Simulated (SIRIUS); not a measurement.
Crystal: Ge.

```xyz
2
Lattice="0.0000 2.8289 2.8289 2.8289 0.0000 2.8289 2.8289 2.8289 0.0000" Properties=species:S:1:pos:R:3 pbc="T T T"
Ge    4.2434    4.2434    4.2434
Ge    2.8289    2.8289    2.8289
```

| Item | Value |
| --- | --- |
| Program | SIRIUS 7.10.0 |
| Task | single point |
| Functional | PBE |
| Potentials or basis | PseudoDojo 0.4.1 PBE standard (scalar relativistic) |
| Cutoff | 1078 eV |
| Density cutoff | 4311 eV |
| k mesh | 8 × 8 × 8 |
| Occupations | fermi-dirac, width 0.05 eV |
| Spin | no spin polarisation |

On this cell: pressure 3.7 GPa; largest force zero by symmetry; band gap on the k mesh 0.03 eV.

The same run follows on a disturbed copy (atoms moved at random, drawn with an rms of 0.05 Å):

```
CELL_PARAMETERS angstrom
0.00000 2.82891 2.82891
2.82891 0.00000 2.82891
2.82891 2.82891 0.00000
ATOMIC_POSITIONS crystal
Ge 0.76097 0.73326 0.75334
Ge 0.49345 0.48940 0.51015
```

Task: What does the disturbed cell give?

Result: The energy moves by +9.9 meV/atom; pressure 3.9 GPa; largest force 0.712 eV/Å; band gap on the k mesh none (metal or under the smearing width).

Forces in eV/Å, atoms in the order of the input:
```
Ge   0.447 -0.382 -0.402
Ge  -0.447  0.382  0.402
```

Stress tensor (GPa, compression positive):
```
 3.88 -1.16 -1.10
-1.16  3.90  1.30
-1.10  1.30  3.90
```
